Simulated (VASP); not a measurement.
# Mg3Sb2 (P-3m1) in VASP: further runs, part 2 of 2

VASP 6.6.1.

### Step 3. Relaxation of shape and atoms at fixed volume, PBEsol (a relaxed cell with its volume scaled by 1.02)

The input, INCAR:

```
SYSTEM = Mg3Sb2
ALGO = Normal
EDIFF = 1E-7
EDIFFG = -0.01
ENCUT = 600
GGA = PS
IBRION = 2
ISIF = 4
ISMEAR = 0
LASPH = .True.
LCHARG = .False.
LREAL = .False.
LWAVE = .False.
NELM = 80
NSW = 40
PREC = Accurate
SIGMA = 0.03
```

The input, KPOINTS:

```
k-points
0
Gamma
  9 9 5
  0 0 0
```

The input, POSCAR:

```
Mg3Sb2                                  
1.0
    4.5848132509     -0.0000000000      0.0000000000
   -2.2924066255      3.9705647469     -0.0000000000
    0.0000000000      0.0000000000      7.2335980138
  Mg              Sb            
     3     2
Direct
     0.3333333332999970    0.6666666667000030    0.6325098387269918
     0.6666666667000030    0.3333333332999970    0.3674901612730081
     1.0000000000000000    0.0000000000000000    0.0000000000000000
     0.3333333332999970    0.6666666667000030    0.2237411491358341
     0.6666666667000030    0.3333333332999970    0.7762588508641659
```

Potentials or basis: VASP PAW PBE potentials, release 64 (Mg, Sb).

The run is started by

```console
> cat potpaw_PBE.64/Mg/POTCAR potpaw_PBE.64/Sb/POTCAR > POTCAR
> mpirun -np 1 vasp_std > vasp.out
```

OUTCAR:

```text
SYSTEM = Mg3Sb2
   EDIFF = 1E-7
   EDIFFG = -0.01
   ENCUT = 600
   GGA = PS
   IBRION = 2
   ISIF = 4
   ISMEAR = 0
   LASPH = .True.
   LREAL = .False.
   NELM = 80
   NSW = 40
   PREC = Accurate

 ion  position               nearest neighbor table
   1  0.333  0.667  0.633-   5 2.84   5 2.84   5 2.84   4 2.96   2 3.27   2 3.27   2 3.27
   2  0.667  0.333  0.367-   4 2.84   4 2.84   4 2.84   5 2.96   1 3.27   1 3.27   1 3.27
   3  0.000  0.000  0.000-   4 3.10   5 3.10   5 3.10   4 3.10   5 3.10   4 3.10
   4  0.333  0.667  0.224-   2 2.84   2 2.84   2 2.84   1 2.96   3 3.10   3 3.10   3 3.10
   5  0.667  0.333  0.776-   1 2.84   1 2.84   1 2.84   2 2.96   3 3.10   3 3.10   3 3.10

  LATTYP: Found a hexagonal cell.
 ALAT       =     4.5848132509
 C/A-ratio  =     1.5777301316

  Lattice vectors:

 A1 = (   4.5848132509,   0.0000000000,   0.0000000000)
 A2 = (  -2.2924066255,   3.9705647469,   0.0000000000)
 A3 = (   0.0000000000,   0.0000000000,   7.2335980138)

Analysis of symmetry for initial positions (statically):
=====================================================================
 Subroutine PRICEL returns:
 Original cell was already a primitive cell.

 Routine SETGRP: Setting up the symmetry group for a
 hexagonal supercell.

 Subroutine GETGRP returns: Found 12 space group operations
 (whereof 12 operations were pure point group operations)
 out of a pool of 24 trial point group operations.

The static configuration has the point symmetry D_3d.

Analysis of symmetry for dynamics (positions and initial velocities):
=====================================================================
 Subroutine PRICEL returns:
 Original cell was already a primitive cell.

 Routine SETGRP: Setting up the symmetry group for a
 hexagonal supercell.

 Subroutine GETGRP returns: Found 12 space group operations
 (whereof 12 operations were pure point group operations)
 out of a pool of 24 trial point group operations.

The dynamic configuration has the point symmetry D_3d.

 Subroutine INISYM returns: Found 12 space group operations
 (whereof 12 operations are pure point group operations),
 and found     1 'primitive' translations

----------------------------------------------------------------------------------------

                                     Primitive cell

  volume of cell :     131.6826

  direct lattice vectors                    reciprocal lattice vectors
     4.584813251  0.000000000  0.000000000     0.218111392  0.125926671  0.000000000
    -2.292406625  3.970564747  0.000000000     0.000000000  0.251853342  0.000000000
     0.000000000  0.000000000  7.233598014     0.000000000  0.000000000  0.138243789

  length of vectors
     4.584813251  4.584813251  7.233598014     0.251853342  0.251853342  0.138243789

  position of ions in fractional coordinates (direct lattice)
     0.333333333  0.666666667  0.632509839
     0.666666667  0.333333333  0.367490161
     0.000000000  0.000000000  0.000000000
     0.333333333  0.666666667  0.223741149
     0.666666667  0.333333333  0.776258851

  ion indices of the primitive-cell ions
   primitive index   ion index
                 1           1
                 2           2
                 3           3
                 4           4
                 5           5
[... 60 lines left out ...]
   NGX,Y,Z   is equivalent  to a cutoff of  14.50, 14.50, 13.79 a.u.
   NGXF,Y,Z  is equivalent  to a cutoff of  29.01, 29.01, 27.58 a.u.
 SYSTEM =  Mg3Sb2
   PREC   = accura    normal or accurate (medium, high low for compatibility)
   ISTART =      0    job   : 0-new  1-cont  2-samecut
   ICHARG =      2    charge: 1-file 2-atom 10-const
   ISPIN  =      1    spin polarized calculation?
   LNONCOLLINEAR =      F non collinear calculations
   LSORBIT =      F    spin-orbit coupling
   LASPH  =      T    aspherical Exc in radial PAW
   ENCUT  =  600.0 eV  44.10 Ry    6.64 a.u.   9.16  9.16 14.45*2*pi/ulx,y,z
   NELM   =     80;   NELMIN=  2; NELMDL= -5     # of ELM steps
   EDIFF  = 0.1E-06   stopping-criterion for ELM
   LREAL  =      F    real-space projection
   EDIFFG = -.1E-01   stopping-criterion for IOM
   NSW    =     40    number of steps for IOM
   IBRION =      2    ionic relax: 0-MD 1-quasi-New 2-CG
   NFREE  =      1    steps in history (QN), initial steepest desc. (CG)
   ISIF   =      4    stress and relaxation
   ISYM   =      2    0-nonsym 1-usesym 2-fastsym
   POTIM  = 0.5000    time-step for ionic-motion
   TEBEG  =    0.0;   TEEND  =   0.0 temperature during run
   PSTRESS=    0.0 pullay stress
   NELECT =      16.0000    total number of electrons
   NUPDOWN=      -1.0000    fix difference up-down
   EMIN   =  10.00;   EMAX   =-10.00  energy-range for DOS
   EFERMI =   0.00;   METHOD = LEGACY
   ISMEAR =     0;   SIGMA  =   0.03  broadening in eV -4-tet -1-fermi 0-gaus
   EFERMI_NEDOS =   21; number of points for ismear=-14 and -15
   IALGO  =     38    algorithm
   IMIX   =      4    mixing-type and parameters
     AMIX     =   0.40;   BMIX     =  1.00
     AMIX_MAG =   1.60;   BMIX_MAG =  1.00
  volume/ion in A,a.u.               =      26.34       177.73
  Fermi-wavevector in a.u.,A,eV,Ry     =   0.810847  1.532278  8.945453  0.657472
  Thomas-Fermi vector in A             =   1.920097
   LORBIT       =      0    0 simple, 1 ext, 2 COOP (PROOUT), +10 PAW based schemes
   GGA     = PS    functional components
   LHFCALC =     F    Hartree Fock is set to
   AEXX    =    0.0000 exact exchange contribution
   IVDW    =     0    specifies the selected vdW correction
   LEPSILON=     F    determine dielectric tensor
   LRPA    =     F    only Hartree local field effects (RPA)
 conjugate gradient relaxation of ions
 non-spin polarized calculation
 Gauss-broadening in eV      SIGMA  =   0.03
  energy-cutoff  :      600.00
  volume of cell :      131.68
 maximum number of plane-waves:      4419
 NGX is ok and might be reduce to    40
   NGX = 19   NGY = 19   NGZ = 29

--------------------------------------- Ionic step        1  -------------------------------------------

 number of electron      16.0000000 magnetization

 Free energy of the ion-electron system (eV)
  ---------------------------------------------------
  ext. energy  EPLUGINS =         0.00000000
  ---------------------------------------------------
  free energy    TOTEN  =       -16.15321937 eV

  energy without entropy =      -16.15321866  energy(sigma->0) =      -16.15321901

------------------------ aborting loop because EDIFF is reached ----------------------------------------

  FORCE on cell =-STRESS in cart. coord.  units (eV):
  Direction    XX          YY          ZZ          XY          YZ          ZX
  --------------------------------------------------------------------------------------
  -------------------------------------------------------------------------------------
  Total       -0.7655678     -0.7655678     -0.7163820      0.0000000     -0.0000000      0.0000000
  in kB       -9.3146365     -9.3146365     -8.7161954      0.0000000     -0.0000000      0.0000000
  external PRESSURE =      -9.1151561 kB  Pullay stress =       0.0000000 kB
[... 143 lines left out ...]
--------------------------------------- Ionic step        5  -------------------------------------------

 number of electron      15.9999999 magnetization

 Free energy of the ion-electron system (eV)
  ---------------------------------------------------
  ext. energy  EPLUGINS =         0.00000000
  ---------------------------------------------------
  free energy    TOTEN  =       -16.15365726 eV

  energy without entropy =      -16.15365698  energy(sigma->0) =      -16.15365712

 E-fermi :   4.4278     XC(G=0):  -8.8712

 val. band max:        4.3558540656   @ k =   0.0000   0.0000   0.0000
 cond. band min:       4.5095256977   @ k =   0.0000   0.4444   0.4000
 fundamental gap:      0.1536716322
 Fermi energy:         4.4277751713

 k-point     1 :       0.0000    0.0000    0.0000
  band No.  band energies     occupation
      1      -5.9670      2.00000
      2      -4.7219      2.00000
      3      -0.5784      2.00000
      4       3.2421      2.00000
      5       3.2421      2.00000
      6       3.9451      2.00000
      7       3.9451      2.00000
      8       4.3559      1.99930
      9       5.3576      0.00000
     10       5.5012      0.00000
     11       7.3617      0.00000
     12       7.3617      0.00000
[... 331 lines left out ...]
 k-point    24 :      -0.1111    0.3333    0.2000
  band No.  band energies     occupation
      1      -5.3496      2.00000
      2      -4.5758      2.00000
      3       0.0997      2.00000
      4       1.0745      2.00000
      5       1.3313      2.00000
      6       2.1850      2.00000
      7       3.0449      2.00000
      8       3.5916      2.00000
      9       5.4883      0.00000
     10       6.6142      0.00000
     11       7.0574      0.00000
     12       7.6962      0.00000

 [... further k-points ...]
[... 5 lines left out ...]
  --------------------------------------------------------------------------------------
  -------------------------------------------------------------------------------------
  Total       -0.7069386     -0.7069386     -0.7147481      0.0000000      0.0000000      0.0000000
  in kB       -8.6012971     -8.6012971     -8.6963154      0.0000000      0.0000000      0.0000000
  external PRESSURE =      -8.6329699 kB  Pullay stress =       0.0000000 kB
[... 20 lines left out ...]
  FREE ENERGIE OF THE ION-ELECTRON SYSTEM (eV)
  ---------------------------------------------------
  free  energy   TOTEN  =       -16.1536572616 eV

  energy  without entropy=      -16.1536569789  energy(sigma->0) =      -16.15365712

 reached required accuracy - stopping structural energy minimisation
```

It took 4.9 min on 1 thread of Intel Xeon Platinum 8488C (Sapphire Rapids), shared host; peak memory 0.38 GiB.

What came out:

| Property | Result |
| --- | --- |
| Free energy | -16.1537 eV |
| Energy gained by relaxing | 0.1 meV/atom |
| Ionic steps | 5 |
| Pressure after relaxing | -0.9 GPa |
| Band gap on the k mesh | 0.15 eV, indirect (least direct gap 1.00 eV) |

The path:
| step | energy change (eV) | largest force (eV/Å) | pressure (GPa) |
| --- | --- | --- | --- |
| 1 | 0.0000 | 0.0466 | -0.91 |
| 2 | -0.0002 | 0.0341 | -0.90 |
| 3 | -0.0004 | 0.0183 | -0.88 |
| 4 | -0.0004 | 0.0132 | -0.85 |
| 5 | -0.0004 | 0.0018 | -0.86 |

Final structure:
```xyz
5
Lattice="4.5821 0.0000 0.0000 -2.2911 3.9682 0.0000 0.0000 0.0000 7.2421" Properties=species:S:1:pos:R:3 pbc="T T T"
Mg    0.0000    2.6455    4.5809
Mg    2.2911    1.3227    2.6611
Mg    0.0000    0.0000    0.0000
Sb    0.0000    2.6455    1.6287
Sb    2.2911    1.3227    5.6134
```

Caveat: the PAW data sets were made with another functional, which shifts forces and pressure a little; spin-orbit coupling is left out, which moves the levels of the heavy elements; an odd mesh through Γ misses points on the zone boundary, where band edges often lie.

### Step 4. Relaxation of shape and atoms at fixed volume, PBEsol (a relaxed cell with its volume scaled by 1.04)

INCAR is that of step 3.

KPOINTS is that of step 3.

POSCAR, as its differences from that of step 3:

```diff
@@ -2,5 +2,5 @@
 1.0
-    4.5848132509     -0.0000000000      0.0000000000
-   -2.2924066255      3.9705647469     -0.0000000000
-    0.0000000000      0.0000000000      7.2335980138
+    4.6145855998     -0.0000000000      0.0000000000
+   -2.3072927999      3.9963483573     -0.0000000000
+    0.0000000000      0.0000000000      7.2805707457
   Mg              Sb
```

Potentials or basis: VASP PAW PBE potentials, release 64 (Mg, Sb).

The run is started by

```console
> cat potpaw_PBE.64/Mg/POTCAR potpaw_PBE.64/Sb/POTCAR > POTCAR
> mpirun -np 1 vasp_std > vasp.out
```

OUTCAR:

```text
SYSTEM = Mg3Sb2
   EDIFF = 1E-7
   EDIFFG = -0.01
   ENCUT = 600
   GGA = PS
   IBRION = 2
   ISIF = 4
   ISMEAR = 0
   LASPH = .True.
   LREAL = .False.
   NELM = 80
   NSW = 40
   PREC = Accurate

 ion  position               nearest neighbor table
   1  0.333  0.667  0.633-   5 2.86   5 2.86   5 2.86   4 2.98   2 3.29   2 3.29   2 3.29
   2  0.667  0.333  0.367-   4 2.86   4 2.86   4 2.86   5 2.98   1 3.29   1 3.29   1 3.29
   3  0.000  0.000  0.000-   4 3.12   5 3.12   4 3.12   5 3.12   5 3.12   4 3.12
   4  0.333  0.667  0.224-   2 2.86   2 2.86   2 2.86   1 2.98   3 3.12   3 3.12   3 3.12
   5  0.667  0.333  0.776-   1 2.86   1 2.86   1 2.86   2 2.98   3 3.12   3 3.12   3 3.12

  LATTYP: Found a hexagonal cell.
 ALAT       =     4.6145855998
 C/A-ratio  =     1.5777301316

  Lattice vectors:

 A1 = (   4.6145855998,   0.0000000000,   0.0000000000)
 A2 = (  -2.3072927999,   3.9963483573,   0.0000000000)
 A3 = (   0.0000000000,   0.0000000000,   7.2805707457)

Analysis of symmetry for initial positions (statically):
=====================================================================
 Subroutine PRICEL returns:
 Original cell was already a primitive cell.

 Routine SETGRP: Setting up the symmetry group for a
 hexagonal supercell.

 Subroutine GETGRP returns: Found 12 space group operations
 (whereof 12 operations were pure point group operations)
 out of a pool of 24 trial point group operations.

The static configuration has the point symmetry D_3d.
[... 285 lines left out ...]
--------------------------------------- Ionic step        4  -------------------------------------------

 number of electron      16.0000000 magnetization

 Free energy of the ion-electron system (eV)
  ---------------------------------------------------
  ext. energy  EPLUGINS =         0.00000000
  ---------------------------------------------------
  free energy    TOTEN  =       -16.13346046 eV

  energy without entropy =      -16.13345980  energy(sigma->0) =      -16.13346013

 E-fermi :   4.2471     XC(G=0):  -8.7996

 val. band max:        4.1806094570   @ k =   0.0000   0.0000   0.0000
 cond. band min:       4.3240351239   @ k =   0.0000   0.4444   0.4000
 fundamental gap:      0.1434256669
 Fermi energy:         4.2471001012

 k-point     1 :       0.0000    0.0000    0.0000
  band No.  band energies     occupation
      1      -6.0274      2.00000
      2      -4.8344      2.00000
      3      -0.6531      2.00000
      4       3.1096      2.00000
      5       3.1096      2.00000
      6       3.7938      2.00000
      7       3.7938      2.00000
      8       4.1806      1.99828
      9       5.0982      0.00000
     10       5.3145      0.00000
     11       7.1963      0.00000
     12       7.1963      0.00000
[... 331 lines left out ...]
 k-point    24 :      -0.1111    0.3333    0.2000
  band No.  band energies     occupation
      1      -5.4283      2.00000
      2      -4.6905      2.00000
      3       0.0102      2.00000
      4       0.9542      2.00000
      5       1.2342      2.00000
      6       2.0690      2.00000
      7       2.9105      2.00000
      8       3.4394      2.00000
      9       5.2965      0.00000
     10       6.4410      0.00000
     11       6.8982      0.00000
     12       7.5259      0.00000

 [... further k-points ...]
[... 5 lines left out ...]
  --------------------------------------------------------------------------------------
  -------------------------------------------------------------------------------------
  Total       -1.3648784     -1.3648784     -1.3807035      0.0000000      0.0000000      0.0000000
  in kB      -16.2870736    -16.2870735    -16.4759154      0.0000000      0.0000000      0.0000000
  external PRESSURE =     -16.3500208 kB  Pullay stress =       0.0000000 kB
[... 20 lines left out ...]
  FREE ENERGIE OF THE ION-ELECTRON SYSTEM (eV)
  ---------------------------------------------------
  free  energy   TOTEN  =       -16.1334604594 eV

  energy  without entropy=      -16.1334598028  energy(sigma->0) =      -16.13346013

 reached required accuracy - stopping structural energy minimisation
```

OSZICAR:

```text
N       E                     dE             d eps       ncg     rms          rms(c)
DAV:   1     0.533646991261E+02    0.53365E+02   -0.57003E+03  1200   0.113E+03
DAV:   2    -0.119582282083E+02   -0.65323E+02   -0.60114E+02  1424   0.147E+02
DAV:   3    -0.166852480108E+02   -0.47270E+01   -0.44613E+01  1568   0.409E+01
[... 27 lines left out ...]
DAV:   1    -0.161334462002E+02   -0.48309E-04   -0.67107E-03  1248   0.529E-01    0.163E-02
DAV:   2    -0.161334639443E+02   -0.17744E-04   -0.31141E-04  1380   0.110E-01    0.724E-03
DAV:   3    -0.161334605995E+02    0.33448E-05   -0.10338E-05  1428   0.211E-02    0.297E-03
DAV:   4    -0.161334604392E+02    0.16027E-06   -0.17396E-06  1428   0.799E-03    0.115E-03
DAV:   5    -0.161334604594E+02   -0.20212E-07   -0.14636E-07   824   0.241E-03
   4 F= -.16133460E+02 E0= -.16133460E+02  d E =-.156920E-02
```

CONTCAR:

```text
Mg3Sb2
   1.00000000000000
     4.6094878804504740    0.0000000000000000    0.0000000000000000
    -2.3047439402252370    3.9919336028492372    0.0000000000000000
     0.0000000000000000    0.0000000000000000    7.2966830904998572
  Mg              Sb
     3     2
Direct
     0.3333333332999970    0.6666666667000030    0.6326429196002535
     0.6666666667000030    0.3333333332999970    0.3673570803997465
     0.0000000000000000    0.0000000000000000    1.0000000000000000
     0.3333333332999970    0.6666666667000030    0.2260143418164983
     0.6666666667000030    0.3333333332999970    0.7739856581835016

  0.00000000E+00  0.00000000E+00  0.00000000E+00
  0.00000000E+00  0.00000000E+00  0.00000000E+00
  0.00000000E+00  0.00000000E+00  0.00000000E+00
  0.00000000E+00  0.00000000E+00  0.00000000E+00
  0.00000000E+00  0.00000000E+00  0.00000000E+00
```

Wall time 4.1 min (1 thread of Intel Xeon Platinum 8488C (Sapphire Rapids), shared host); peak memory 0.38 GiB.

Results:

* Free energy: -16.1335 eV
* Energy gained by relaxing: 0.3 meV/atom
* Ionic steps: 4
* Pressure after relaxing: -1.6 GPa
* Largest force after relaxing: 0.004 eV/Å
* Band gap on the k mesh: 0.14 eV, indirect (least direct gap 0.92 eV)

Forces on the atoms (eV/Å):
```
Mg   0.000  0.000  0.004
Mg   0.000  0.000 -0.004
Mg   0.000  0.000  0.000
Sb   0.000  0.000  0.001
Sb   0.000  0.000 -0.001
```

The path:
| step | energy change (eV) | largest force (eV/Å) | pressure (GPa) |
| --- | --- | --- | --- |
| 1 | 0.0000 | 0.0876 | -1.73 |
| 2 | -0.0007 | 0.0655 | -1.70 |
| 3 | -0.0015 | 0.0179 | -1.65 |
| 4 | -0.0016 | 0.0043 | -1.64 |

Final structure:
```yaml
crystal:
  lattice:
    - [4.60949, 0.00000, 0.00000]
    - [-2.30474, 3.99193, 0.00000]
    - [0.00000, 0.00000, 7.29668]
  atoms:
    - { symbol: Mg, position: [0.33333, 0.66667, 0.63264] }
    - { symbol: Mg, position: [0.66667, 0.33333, 0.36736] }
    - { symbol: Mg, position: [0.00000, 0.00000, 0.00000] }
    - { symbol: Sb, position: [0.33333, 0.66667, 0.22601] }
    - { symbol: Sb, position: [0.66667, 0.33333, 0.77399] }
```

Caveat: the PAW data sets were made with another functional, which shifts forces and pressure a little; spin-orbit coupling is left out, which moves the levels of the heavy elements; an odd mesh through Γ misses points on the zone boundary, where band edges often lie.

### Step 5. Overview

```tsv
cell	gap on the mesh (eV)	pressure (GPa)
atoms relaxed at fixed volume	0.16	0.0
atoms relaxed at fixed volume from: a relaxed cell with its volume scaled by 1.02	0.15	-0.9
atoms relaxed at fixed volume from: a relaxed cell with its volume scaled by 1.04	0.14	-1.6
```

Alike in all rows: task relaxation of shape and atoms at fixed volume; level PBEsol; potentials or basis VASP PAW PBE potentials, release 64 (Mg, Sb); no spin polarisation; k mesh 9 × 9 × 5; cutoff (eV) 600; smearing gaussian 0.03 eV.

Caveats: the PAW data sets were made with another functional, which shifts forces and pressure a little; spin-orbit coupling is left out, which moves the levels of the heavy elements; an odd mesh through Γ misses points on the zone boundary, where band edges often lie; the relaxation stopped at its first step, so nothing moved (some runs).

Absolute energies hang on the potentials; compare differences alone.
